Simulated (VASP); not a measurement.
Here is a VASP 6.6.1 calculation.

Contents of INCAR:

```
PREC = Accurate
ENCUT = 520
EDIFF = 1E-7
ISMEAR = 0
SIGMA = 0.1
LREAL = False
LASPH = True
NELM = 80
ALGO = Fast
ISIF = 3
LWAVE = False
LCHARG = False
GGA = PS
IBRION = 2
NSW = 80
EDIFFG = -0.002
PSTRESS = 300.0
```

The input KPOINTS:

```
regular mesh
0
Gamma
  10 10 10
```

The input POSCAR:

```
Hf                                      
1.0
   -1.5808993649      1.5808993649      1.5808993649
    1.5808993649     -1.5808993649      1.5808993649
    1.5808993649      1.5808993649     -1.5808993649
  Hf            
     1
Direct
     0.0000000000000000    0.0000000000000000    0.0000000000000000
```

Potentials or basis: VASP PAW PBE potentials, release 64 (Hf_pv).

Run with:

```console
$ cat potpaw_PBE.64/Hf_pv/POTCAR > POTCAR
$ mpirun -np 1 vasp_std > vasp.out
```

Q: Predict the relaxed cell.

A: a = 2.819 Å, b = 2.819 Å, c = 2.819 Å, α = 109.47°, β = 109.47°, γ = 109.47°.

Q: Predict the band gap on the k mesh.

A: None (metal or under the smearing width).

The path:
```tsv
step	energy change (eV)	largest force (eV/Å)	pressure (GPa)	volume (Å³)
1	0.0000	0.0000	50.00	15.80
2	-0.6726	0.0000	2.57	20.76
3	-0.3724	0.0000	28.95	17.35
4	-0.3565	0.0000	29.90	17.26
5	-0.3509	0.0000	30.23	17.23
6	-0.3510	0.0000	30.24	17.23
7	-0.3513	0.0000	30.20	17.24
8	-0.3514	0.0000	30.20	17.24
9	-0.3514	0.0000	30.20	17.24
10	-0.3514	0.0000	30.20	17.24
11	-0.3514	0.0000	30.20	17.24
12	-0.3515	0.0000	30.20	17.24
13	-0.3516	0.0000	30.20	17.24
14	-0.3519	0.0000	30.17	17.24
15	-0.3524	0.0000	30.14	17.24
16	-0.3534	0.0000	30.09	17.25
17	-0.3555	0.0000	29.95	17.26
18	-0.3547	0.0000	29.99	17.25
```

Caveat: the cell is relaxed towards a set pressure, so the enthalpy falls and the energy may rise; the PAW data sets were made with another functional, which shifts forces and pressure a little. Zero-point motion and thermal expansion aren't in these numbers.
